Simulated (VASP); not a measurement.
**From VASP inputs to Ansatz: MgF2 (strained rutile)**

INCAR

```
LREAL = .FALSE.
LELF = .TRUE.
ISIF = 2
NBANDS = 25
LASPH = .TRUE.
LWAVE = .FALSE.
PREC = Accurate
ISMEAR = -1
NELM = 120
EDIFF = 1E-7
NSW = 0
ENCUT = 520
LCHARG = .TRUE.
GGA = PE
SIGMA = 0.02
IBRION = -1
```

KPOINTS

```
KPOINTS created by Atomic Simulation Environment
0
Gamma
6 6 8
0 0 0
```

KPOINTS_OPT

```
special points
6
Reciprocal
0.0000000000 0.0000000000 0.0000000000 1
0.0000000000 0.5000000000 0.0000000000 1
0.5000000000 0.5000000000 0.0000000000 1
0.0000000000 0.0000000000 0.5000000000 1
0.0000000000 0.5000000000 0.5000000000 1
0.5000000000 0.5000000000 0.5000000000 1
```

POSCAR

```
Mg F
 1.0000000000000000
     4.7606764744000003    0.0000000000000000    0.0000000000000000
     0.0000000000000000    4.7606764744000003    0.0000000000000000
     0.0000000000000000    0.0000000000000000    2.9954670586000001
 Mg  F
   2   4
Cartesian
  0.0000000000000000  0.0000000000000000 -0.0000000000000000
  2.3803382371999997  2.3803382371999997  1.4977335293000000
  1.4444418932308711  1.4444418932308711  0.0000000000000000
  0.9358963439691284  3.8247801304308715  1.4977335293000000
  3.8247801304308715  0.9358963439691284  1.4977335293000000
  3.3162345811691281  3.3162345811691281  0.0000000000000000
```

VASP ran with the recommended PBE PAW datasets (32 valence electrons in the cell).

**Question.** Translate these files to an Ansatz input.

**Answer.** 

```yaml
crystal:
  lattice:
    - [4.7606764744, 0.0, 0.0]
    - [0.0, 4.7606764744, 0.0]
    - [0.0, 0.0, 2.9954670586]
  atoms:
    - { symbol: Mg, position: [0.0, 0.0, 0.0] }
    - { symbol: Mg, position: [0.5, 0.5, 0.5] }
    - { symbol: F, position: [0.3034110595, 0.3034110595, 0.0] }
    - { symbol: F, position: [0.1965889405, 0.8034110595, 0.5] }
    - { symbol: F, position: [0.8034110595, 0.1965889405, 0.5] }
    - { symbol: F, position: [0.6965889405, 0.6965889405, 0.0] }
kpoints:
  mp_grid: { grid: [6, 6, 8] }
  band_path:
    path:
      - [0.0, 0.0, 0.0]
      - [0.0, 0.5, 0.0]
      - [0.5, 0.5, 0.0]
      - [0.0, 0.0, 0.5]
      - [0.0, 0.5, 0.5]
      - [0.5, 0.5, 0.5]
    npoints: 1
hamiltonian:
  xc: pbe
scf:
  occupations: { method: fermi_dirac, width: 0.02 }
  n_extra_bands: 5
output:
  forces: true
  stress: true
  eigenvalues: true
  write_density: true
  write_potential: true
  elf: true
  volumetric_format: npy
```

Other inputs would serve too.

|  | VASP | Ansatz |
| --- | --- | --- |
| gap between bands v and c | 6.89 eV | 6.93 eV |
| least direct gap | 6.89 eV | 6.93 eV |
| pressure | 0.3 GPa | 1.1 GPa |
| largest force | 0.04 eV/Å | 0.04 eV/Å |

The two codes use different PAW datasets and cutoffs. VASP's cell holds 32 valence electrons and Ansatz's 48. Ansatz's stress includes a Pulay correction; VASP's doesn't.
